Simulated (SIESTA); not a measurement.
The system is Pb.

```xyz
1
Lattice="0.0000 2.4750 2.4750 2.4750 0.0000 2.4750 2.4750 2.4750 0.0000" Properties=species:S:1:pos:R:3 pbc="T T T"
Pb    0.0000    0.0000    0.0000
```

Base run:

```yaml
Program: SIESTA 5.4.2
Functional: optB88-vdW
Potentials_or_basis: PseudoDojo 0.4 standard (PBE files)
Basis: DZP (energy shift 0.003 Ry; two zetas on semicore shells)
Grid_cutoff: 500 Ry
Energy_shift: 0.003 Ry
k_mesh: 9 × 9 × 9
Occupations: fermi-dirac, width 0.05 eV
Spin: no spin polarisation
```

Its results: band gap on the k mesh none (metal or under the smearing width); pressure 2.7 GPa.

Problem. After a change of settings the same cell gave: band gap on the k mesh none (metal or under the smearing width); pressure 8.5 GPa. Which change was it?
A. functional from optB88-vdW to vdW-DF-C09
B. functional from optB88-vdW to LDA; potentials or basis from PseudoDojo 0.4 standard (PBE files) to PseudoDojo 0.4 standard (LDA files)
C. functional from optB88-vdW to vdW-DF-cx
D. functional from optB88-vdW to vdW-DF2

Solution. D.

Caveats: the potentials were made for another functional, which shifts forces and pressure; the basis of atomic orbitals isn't converged, which shifts pressures, moduli and gaps.
